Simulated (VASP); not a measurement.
# O2H2 in VASP: notebook, part 2 of 2

VASP 6.6.1. The steps go on from the part before.

## Step 4: Single point, PBE+D4

INCAR

```
  PREC = Accurate
  ENCUT = 400
  EDIFF = 1E-6
  ISMEAR = 0
  SIGMA = 0.01
  LREAL = F
  LASPH = T
  NELM = 60
  ALGO = Fast
  ISIF = 2
  LWAVE = F
  LCHARG = F
  GGA = PE
  IVDW = 13
  ISYM = 0
```

KPOINTS

```
regular mesh
0
Gamma
  1 1 1
```

POSCAR

```
HO                                      
1.0
   12.9224456750      0.0000000000      0.0000000000
    0.0000000000     13.4224456750      0.0000000000
    0.0000000000      0.0000000000     13.9224456750
  O               H             
     2     2
Selective dynamics
Direct
     0.5001445393000026    0.5246140216000015    0.5468873717999969   F   F   F
     0.4997889838677629    0.4795039398155161    0.4499038627695345   T   T   T
     0.4987949522625432    0.4631008201905668    0.5844988928710007   T   T   T
     0.5011787431569396    0.5410030538224904    0.4122972014831529   T   T   T
```

Potentials or basis: VASP PAW PBE potentials, release 64 (O, H).

The run is started by

```bash
$ cat potpaw_PBE.64/O/POTCAR potpaw_PBE.64/H/POTCAR > POTCAR
$ mpirun -np 4 vasp_gam > vasp.out
```

OUTCAR:

```text
PREC = Accurate
   ENCUT = 400
   EDIFF = 1E-6
   ISMEAR = 0
   LREAL = F
   LASPH = T
   NELM = 60
   ISIF = 2
   GGA = PE
   IVDW = 13
   ISYM = 0

 ion  position               nearest neighbor table
   1  0.500  0.525  0.547-   3 0.98   2 1.48
   2  0.500  0.480  0.450-   4 0.98   1 1.48
   3  0.499  0.463  0.584-   1 0.98
   4  0.501  0.541  0.412-   2 0.98

IMPORTANT INFORMATION: All symmetrisations will be switched off!
NOSYMM: (Re-)initialisation of all symmetry stuff for point group C_1.

----------------------------------------------------------------------------------------

                                     Primitive cell

  volume of cell :    2414.8597

  direct lattice vectors                    reciprocal lattice vectors
    12.922445675  0.000000000  0.000000000     0.077384732  0.000000000  0.000000000
     0.000000000 13.422445675  0.000000000     0.000000000  0.074502071  0.000000000
     0.000000000  0.000000000 13.922445675     0.000000000  0.000000000  0.071826461

  length of vectors
    12.922445675 13.422445675 13.922445675     0.077384732  0.074502071  0.071826461

  position of ions in fractional coordinates (direct lattice)
     0.500144539  0.524614022  0.546887372
     0.499788984  0.479503940  0.449903863
     0.498794952  0.463100820  0.584498893
     0.501178743  0.541003054  0.412297201

  ion indices of the primitive-cell ions
   primitive index   ion index
                 1           1
                 2           2
                 3           3
                 4           4

----------------------------------------------------------------------------------------

 KPOINTS: regular mesh

Automatic generation of k-mesh.
 Grid dimensions read from file:
 generate k-points for:    1    1    1

[... 58 lines left out ...]
     AMIX     =   0.40;   BMIX     =  1.00
     AMIX_MAG =   1.60;   BMIX_MAG =  1.00
  volume/ion in A,a.u.               =     603.71      4074.07
  Fermi-wavevector in a.u.,A,eV,Ry     =   0.294094  0.555758  1.176789  0.086492
  Thomas-Fermi vector in A             =   1.156371
   LORBIT       =      0    0 simple, 1 ext, 2 COOP (PROOUT), +10 PAW based schemes
   GGA     = PE    functional components
   LHFCALC =     F    Hartree Fock is set to
   AEXX    =    0.0000 exact exchange contribution
   IVDW    =    13    specifies the selected vdW correction
   LEPSILON=     F    determine dielectric tensor
   LRPA    =     F    only Hartree local field effects (RPA)
 non-spin polarized calculation
 RMM-DIIS sequential band-by-band and
 Gauss-broadening in eV      SIGMA  =   0.01
  energy-cutoff  :      400.00
  volume of cell :     2414.86
 maximum number of plane-waves:     21919
   NGX = 43   NGY = 43   NGZ = 45

 number of electron      14.0000020 magnetization

 Free energy of the ion-electron system (eV)
  ---------------------------------------------------
  ext. energy  EPLUGINS =         0.00000000
  ---------------------------------------------------
  free energy    TOTEN  =       -18.13693011 eV

  energy without entropy =      -18.13693011  energy(sigma->0) =      -18.13693011

 E-fermi :  -5.6837     XC(G=0):  -0.3332

 val. band max:       -5.7334004983   @ k =   0.0000   0.0000   0.0000
 cond. band min:      -1.7060932668   @ k =   0.0000   0.0000   0.0000
 fundamental gap:      4.0273072315
 Fermi energy:        -5.6837415132

 k-point     1 :       0.0000    0.0000    0.0000
  band No.  band energies     occupation
      1     -27.9014      2.00000
      2     -22.5530      2.00000
      3     -12.7787      2.00000
      4     -12.4114      2.00000
      5      -9.3656      2.00000
      6      -8.8918      2.00000
      7      -5.7334      2.00000
      8      -1.7061      0.00000
      9      -0.7692      0.00000
     10       0.1952      0.00000
     11       0.2062      0.00000
     12       0.6989      0.00000

------------------------ aborting loop because EDIFF is reached ----------------------------------------

  DFT-D4 for vdW energy calculation

  Edisp (eV):   -0.01822

  FORCE on cell =-STRESS in cart. coord.  units (eV):
  Direction    XX          YY          ZZ          XY          YZ          ZX
  --------------------------------------------------------------------------------------
  -------------------------------------------------------------------------------------
  Total      -1.86336    -1.46769    -1.15440     0.00640     0.08994    -0.00175
  in kB      -1.23628    -0.97377    -0.76590     0.00425     0.05967    -0.00116
  external pressure =       -0.99 kB  Pullay stress =        0.00 kB

 VOLUME and BASIS-vectors are now :
 -----------------------------------------------------------------------------
  energy-cutoff  :      400.00
  volume of cell :     2414.86
      direct lattice vectors                 reciprocal lattice vectors
    12.922445675  0.000000000  0.000000000     0.077384732  0.000000000  0.000000000
     0.000000000 13.422445675  0.000000000     0.000000000  0.074502071  0.000000000
     0.000000000  0.000000000 13.922445675     0.000000000  0.000000000  0.071826461

 POSITION                                       TOTAL-FORCE (eV/Angst)
 -----------------------------------------------------------------------------------
      6.46309      7.04160      7.61401        -0.000034      0.003855      0.023012
      6.45850      6.43612      6.26376        -0.000248     -0.010812     -0.018284
      6.44565      6.21595      8.13765        -0.000219      0.001762      0.001200
      6.47646      7.26158      5.74019         0.000502      0.005195     -0.005928
 -----------------------------------------------------------------------------------
    total drift:                                0.000134      0.001370     -0.000160

  FREE ENERGIE OF THE ION-ELECTRON SYSTEM (eV)
  ---------------------------------------------------
  free  energy   TOTEN  =       -18.1551542248 eV

  energy  without entropy=      -18.1551542248  energy(sigma->0) =      -18.15515422
```

OSZICAR:

```text
N       E                     dE             d eps       ncg     rms          rms(c)
DAV:   1     0.171247303367E+03    0.17125E+03   -0.26332E+03    32   0.503E+02
DAV:   2     0.672088522383E+02   -0.10404E+03   -0.99725E+02    40   0.931E+01
DAV:   3    -0.113447535082E+02   -0.78554E+02   -0.77456E+02    48   0.111E+02
[... 15 lines left out ...]
RMM:  19    -0.181369105646E+02   -0.96115E-05   -0.14892E-06    28   0.549E-03    0.382E-04
RMM:  20    -0.181369237360E+02   -0.13171E-04   -0.41816E-07    25   0.352E-03    0.260E-04
RMM:  21    -0.181369266768E+02   -0.29408E-05   -0.18971E-07    26   0.251E-03    0.287E-04
RMM:  22    -0.181369295637E+02   -0.28869E-05   -0.11286E-07    24   0.187E-03    0.301E-04
RMM:  23    -0.181369301083E+02   -0.54459E-06   -0.43430E-08    21   0.155E-03
   1 F= -.18155154E+02 E0= -.18155154E+02  d E =-.110067E-12
```

stdout:

```text
POSCAR found type information on POSCAR O H
 POSCAR found :  2 types and       4 ions
 scaLAPACK will be used
 LDA part: xc-table for (Slater+PW92), standard interpolation
 POSCAR, INCAR and KPOINTS ok, starting setup
 FFT: planning ... GRIDC
 FFT: planning ... GRID_SOFT
 FFT: planning ... GRID
 WAVECAR not read
 entering main loop
```

Wall time 18 s (4 MPI ranks of Intel Xeon 6975P-C (Granite Rapids), shared host); peak memory 0.47 GiB.

Results:

* Free energy: -18.1552 eV
* Largest force: 0.023 eV/Å
* Gap between the frontier levels: 4.03 eV
* Dispersion energy per atom: -0.005 eV

Forces on the atoms (eV/Å):
```
O    0.000  0.004  0.023
O    0.000 -0.011 -0.018
H    0.000  0.002  0.001
H    0.001  0.005 -0.006
```

Caveat: the cutoff is under 1.25 times the usual one of these potentials, so pressure, stress and relaxed cells hold a basis-set (Pulay) error. PBE gaps usually lie below the measured ones, often by a third to a half.

## Step 5: Single point, PBE+D3(BJ)

Changes to INCAR since step 4:

```diff
@@ -1,3 +1,3 @@
   PREC = Accurate
-  ENCUT = 400
+  ENCUT = 520
   EDIFF = 1E-6
@@ -13,3 +13,3 @@
   GGA = PE
-  IVDW = 13
+  IVDW = 12
   ISYM = 0
```

KPOINTS is that of step 4.

POSCAR is that of step 4.

Potentials or basis: VASP PAW PBE potentials, release 64 (O, H).

The run is started by

```bash
$ cat potpaw_PBE.64/O/POTCAR potpaw_PBE.64/H/POTCAR > POTCAR
$ mpirun -np 4 vasp_gam > vasp.out
```

OUTCAR:

```text
PREC = Accurate
   ENCUT = 520
   EDIFF = 1E-6
   ISMEAR = 0
   LREAL = F
   LASPH = T
   NELM = 60
   ISIF = 2
   GGA = PE
   IVDW = 12
   ISYM = 0
 IVDW          = 12

 ion  position               nearest neighbor table
   1  0.500  0.525  0.547-   3 0.98   2 1.48
   2  0.500  0.480  0.450-   4 0.98   1 1.48
   3  0.499  0.463  0.584-   1 0.98
   4  0.501  0.541  0.412-   2 0.98
[... 151 lines left out ...]

 Edisp (eV)   -0.02234

 E8    (eV) :    -0.0057

  FORCE on cell =-STRESS in cart. coord.  units (eV):
  Direction    XX          YY          ZZ          XY          YZ          ZX
  --------------------------------------------------------------------------------------
  -------------------------------------------------------------------------------------
  Total      -0.09293    -0.13096    -0.03106    -0.00099     0.07335     0.00103
  in kB      -0.06165    -0.08689    -0.02061    -0.00066     0.04867     0.00069
  external pressure =       -0.06 kB  Pullay stress =        0.00 kB

 VOLUME and BASIS-vectors are now :
 -----------------------------------------------------------------------------
  energy-cutoff  :      520.00
  volume of cell :     2414.86
      direct lattice vectors                 reciprocal lattice vectors
    12.922445675  0.000000000  0.000000000     0.077384732  0.000000000  0.000000000
     0.000000000 13.422445675  0.000000000     0.000000000  0.074502071  0.000000000
     0.000000000  0.000000000 13.922445675     0.000000000  0.000000000  0.071826461

 POSITION                                       TOTAL-FORCE (eV/Angst)
 -----------------------------------------------------------------------------------
      6.46309      7.04160      7.61401        -0.000527     -0.012424      0.088073
      6.45850      6.43612      6.26376         0.000205      0.004608     -0.083559
      6.44565      6.21595      8.13765         0.000821      0.041141     -0.028240
      6.47646      7.26158      5.74019        -0.000499     -0.033326      0.023725
 -----------------------------------------------------------------------------------
    total drift:                               -0.000065     -0.000636     -0.000090

  FREE ENERGIE OF THE ION-ELECTRON SYSTEM (eV)
  ---------------------------------------------------
  free  energy   TOTEN  =       -18.1567228618 eV

  energy  without entropy=      -18.1567228618  energy(sigma->0) =      -18.15672286
```

stdout:

```text
POSCAR found type information on POSCAR O H
 POSCAR found :  2 types and       4 ions
 scaLAPACK will be used
 LDA part: xc-table for (Slater+PW92), standard interpolation
 POSCAR, INCAR and KPOINTS ok, starting setup
 FFT: planning ... GRIDC
 FFT: planning ... GRID_SOFT
 FFT: planning ... GRID
 WAVECAR not read
 entering main loop
```

Run time: 30 s. Hardware: 4 MPI ranks of Intel Xeon 6975P-C (Granite Rapids), shared host; peak memory 0.61 GiB.

What came out:

- Free energy: -18.1567 eV
- Largest force: 0.089 eV/Å
- Gap between the frontier levels: 4.02 eV
- Dispersion energy per atom: -0.006 eV

Forces on the atoms (eV/Å):
```
O   -0.001 -0.012  0.088
O    0.000  0.005 -0.084
H    0.001  0.041 -0.028
H    0.000 -0.033  0.024
```

Levels at points of the mesh, in eV from the valence-band top:
| k point | band 4 | band 5 | band 6 | band 7 | band 8 | band 9 | band 10 | band 11 |
| --- | --- | --- | --- | --- | --- | --- | --- | --- |
| (0.00, 0.00, 0.00) | -6.67 | -3.63 | -3.15 | 0.00 | 4.02 | 4.96 | 5.92 | 5.94 |

## Step 6: Overview

```tsv
level	cutoff (eV)	gap on the mesh (eV)	largest force (eV/Å)
PBEsol	400	4.00	0.43
PBE+D3	400	4.03	0.03
PBE+D4	400	4.03	0.02
PBE+D3(BJ)	520	4.02	0.09
```

Alike in all rows: task single point; potentials or basis VASP PAW PBE potentials, release 64 (O, H); no spin polarisation; cell as given; k mesh 1 × 1 × 1; smearing gaussian 0.01 eV.

On the cell as given the gap runs from 4.00 eV (PBEsol) to 4.03 eV (PBE+D3).

Caveats: the cutoff is under 1.25 times the usual one of these potentials, so pressure, stress and relaxed cells hold a basis-set (Pulay) error (some runs); the PAW data sets were made with another functional, which shifts forces and pressure a little (some runs).

Absolute energies hang on the potentials; compare differences alone.
